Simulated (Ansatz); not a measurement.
# Pb under changes of volume

One of the cells (30.323 Å³/atom); the others are scaled copies at fixed shape and fractional positions:

```
Pb
1.0
     0.00000    2.47502    2.47502
     2.47502    0.00000    2.47502
     2.47502    2.47502    0.00000
Pb
1
Direct
  0.00000 0.00000 0.00000
```

```yaml
Program: Ansatz 0.2.0
Functional: HSEsol
Potentials_or_basis: Ansatz PAW
Cutoff: "420 eV (not typed: the program's choice for these potentials)"
k_mesh: 5 × 5 × 5
Occupations: fermi-dirac, width 0.05 eV
Spin: no spin polarisation
```

```csv
volume (Å³/atom),energy over the lowest point (meV/atom),pressure (GPa)
28.503,5.66,2.0
29.110,0.60,0.7
29.716,0.00,-0.4
30.323,?,?
30.929,10.26,-2.3
31.535,20.28,-3.0
32.142,33.10,-3.7
```

**Question.** What does the run at 30.323 Å³/atom give?

**Answer.** Energy over the lowest point 3.36 meV/atom; pressure -1.4 GPa.

Worked out: A Birch-Murnaghan fit of order 3 (a polynomial in V^(-2/3)) to the other rows has its minimum at 29.50 Å³/atom with B0 = V·E''(V) = 53 GPa and B' = 4.7. It gives 3.37 meV/atom at 30.323 Å³/atom, against the run's 3.36, and -dE/dV = -1.4 GPa, against -1.4.

Energies are extrapolated to zero smearing.

Caveats: all runs use coarse meshes; the PAW data sets come from PBE, with cores solved anew for the run's functional, which leaves a small shift of forces and pressure; the thresholds are loose for stress.
